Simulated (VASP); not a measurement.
Input of a VASP 6.6.1 run:

POSCAR

```
Si
1.0
    0.0000000000      2.7176300000      2.7176300000
    2.7176300000      0.0000000000      2.7176300000
    2.7176300000      2.7176300000      0.0000000000
Si
2
Direct
    0.5000000000      0.5000000000      0.5000000000
    0.7500000000      0.7500000000      0.7500000000
```

INCAR.step1

```
SYSTEM = Si
PREC = Accurate
ENCUT = 520
EDIFF = 1E-5
ISMEAR = 0
SIGMA = 0.02
LREAL = .False.
LASPH = .True.
NELM = 80
ALGO = Normal
ISIF = 2
LWAVE = .True.
GGA = PE
```

The input INCAR.step2:

```
SYSTEM = Si
PREC = Accurate
ENCUT = 520
EDIFF = 1E-7
ISMEAR = 0
SIGMA = 0.02
LREAL = .False.
LASPH = .True.
NELM = 80
ALGO = Normal
ISIF = 2
LWAVE = .False.
LCHARG = .True.
GGA = PE
LHFCALC = .True.
AEXX = 0.25
PRECFOCK = Fast
LELF = .True.
LVHAR = .True.
ISTART = 1
```

KPOINTS

```
Automatic mesh
0
Gamma
  6 6 6
  0 0 0
```

Potentials or basis: VASP PAW PBE potentials, release 64 (Si).

Launch:

```bash
$ cat potpaw_PBE.64/Si/POTCAR > POTCAR
$ cp INCAR.step1 INCAR
$ mpirun -np 1 vasp_std > vasp.out
$ cp INCAR.step2 INCAR
$ mpirun -np 1 vasp_std > vasp.out
```

(1) Estimate the band gap on the k mesh.

(2) Estimate the pressure.

Answers

(1) 1.98 eV, indirect (least direct gap 4.01 eV).

(2) -0.2 GPa.

Caveat: the PAW data sets were made with another functional, which shifts forces and pressure a little.
